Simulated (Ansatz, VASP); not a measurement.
Two plane-wave programs on SrO

Contents of INCAR:

```
PREC     = Accurate       # precision mode
ENCUT    = 520            # plane-wave cutoff, eV
EDIFF    = 1E-6           # SCF threshold, eV
ISMEAR   = 0              # smearing method
SIGMA    = 0.05           # smearing width, eV
LREAL    = False          # projectors in reciprocal space
LASPH    = True           # aspherical terms in the spheres
NELM     = 60             # most SCF steps
ALGO     = Normal         # electronic algorithm
ISIF     = 2              # what is computed and relaxed
LWAVE    = False          # write WAVECAR
LCHARG   = True           # write CHGCAR
GGA      = CA             # functional
LELF     = True           # ELF
LVHAR    = True         
NBANDS   = 24             # bands
```

File KPOINTS:

```
Automatic mesh
0
Gamma
  9 9 4
```

POSCAR

```
SrO
1.0
    3.5532880902      0.0000000000      0.0000000000
   -1.7766440451      3.0772377531      0.0000000000
    0.0000000000      0.0000000000      6.2173039800
Sr O
2 2
Direct
    0.3333333333      0.6666666667      0.2500000000
    0.6666666667      0.3333333333      0.7500000000
    0.0000000000      0.0000000000      0.0603155325
    0.0000000000      0.0000000000      0.5603155325
```

Input for Ansatz:

```yaml
crystal:
  lattice:
    - [3.5532880902, 0.0, 0.0]
    - [-1.7766440451, 3.0772377531, 0.0]
    - [0.0, 0.0, 6.21730398]
  atoms:
    - { symbol: Sr, position: [0.3333333333, 0.6666666667, 0.25] }
    - { symbol: Sr, position: [0.6666666667, 0.3333333333, 0.75] }
    - { symbol: O, position: [0.0, 0.0, 0.0603155325] }
    - { symbol: O, position: [0.0, 0.0, 0.5603155325] }
basis:
  ecutwfc: 420
kpoints:
  mp_grid: { grid: [9, 9, 4] }
hamiltonian:
  xc: lda
scf:
  occupations: { method: gaussian, width: 0.05 }
output:
  forces: true
  stress: true
  eigenvalues: true
```

Change from the starting cell: all O atoms moved +0.375 Å, as atom 3 along Cartesian [0 0 1].

Alike in both runs: task single point; functional LDA; k mesh 9 × 9 × 4; occupations gaussian, width 0.05 eV; no spin polarisation.

```csv
,VASP,Ansatz
version,VASP 6.6.1,Ansatz 0.2.0
potentials or method,"VASP PAW LDA potentials, release 64 (Sr_sv, O)","scalar-relativistic, plane waves, PAW"
plane-wave cutoff (eV),520,420
valence electrons in the cell,32,32
```

|  | VASP | Ansatz | Ansatz less VASP |
| --- | --- | --- | --- |
| gap on the k mesh at the Fermi level (eV) | 3.24 | 3.22 | -0.017 |
| least direct gap on the mesh (eV) | 3.39 | 3.37 | -0.021 |
| pressure (GPa) | -0.4 | -1.3 | -0.86 |
| largest component of the traceless stress (GPa) | 0.76 | 0.61 | -0.158 |
| rms of the force components (eV/Å) | 0.529 | 0.489 | -0.0393 |

Atom by atom the forces differ by 0.039 eV/Å (rms over components).

Caveats: an odd mesh through Γ misses points on the zone boundary, where band edges often lie.
